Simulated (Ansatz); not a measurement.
Crystal: Ti.

```
Ti
1.0
    -1.64100    1.64100    1.64100
     1.64100   -1.64100    1.64100
     1.64100    1.64100   -1.64100
Ti
1
Direct
  0.00000 0.00000 0.00000
```

This isn't the form of Ti at room conditions, which is hcp.

| Quantity | Value |
| --- | --- |
| Program | Ansatz 0.2.0 |
| Task | relaxation of cell and atoms |
| Functional | HSE06 |
| Potentials or basis | Ansatz PAW |
| Cutoff | 420 eV (not typed: the program's choice for these potentials) |
| k mesh | 6 × 6 × 6 |
| Occupations | fermi-dirac, width 0.05 eV |
| Spin | no spin polarisation |

At the start: volume 17.68 Å³/atom.

**Question.** Where does the relaxation end?

**Answer.** It ends after 4 steps and the volume is 17.35 Å³/atom (-1.8 %); space group Im-3m (No. 229, to 0.05 Å).

The path:
```
step  energy change (eV)  largest force (eV/Å)  volume (Å³)
   1              0.0000                0.0000        17.68
   2             -0.0024                0.0000        17.36
   3             -0.0024                0.0000        17.35
   4             -0.0023                0.0000        17.35
```

Final structure:
```xyz
1
Lattice="-1.6309 1.6309 1.6309 1.6309 -1.6309 1.6309 1.6309 1.6309 -1.6309" Properties=species:S:1:pos:R:3 pbc="T T T"
Ti    0.0000    0.0000    0.0000
```

Caveat: the k mesh is coarse (spacing up to 0.45 Å⁻¹), so the values aren't converged, least of all with exact exchange; the plane-wave basis is chosen anew once the cell has moved, so the energies of steps on either side of that aren't comparable; the PAW data sets come from PBE, with cores solved anew for the run's functional, which leaves a small shift of forces and pressure.
